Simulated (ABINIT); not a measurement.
Ag, 1 atom in the cell. It takes space group Fm-3m (No. 225, cubic). Conventional cell: a = 4.085 Å, b = 4.085 Å, c = 4.085 Å, α = 90.00°, β = 90.00°, γ = 90.00°. Ag (site symmetry m-3m) has 12 Ag at 2.89 Å as nearest neighbours. 

```yaml
Program: ABINIT 10.8.3 (patched build)
Task: equation of state
Functional: r2SCAN
Potentials_or_basis: JTH PAW PBE v2.0
Cutoff: 544 eV
k_mesh: 11 × 11 × 11
Occupations: fermi-dirac, width 0.05 eV
Spin: no spin polarisation
Fine-grid_cutoff: 1088.46 eV
```

Potentials or basis: JTH PAW PBE v2.0.

Launch:

```console
$ abinit run.abi > log 2>&1
```

Hardware: 1 thread of Arm Neoverse V2, with other jobs on the host.

Estimate the wall time of this run.

Run time: 2.5 min on 1 thread of Arm Neoverse V2, on a shared host, peak memory 0.14 GiB. Counts: scf iterations 50, mpi ranks 1, k points 56, bands 10, plane waves 479.
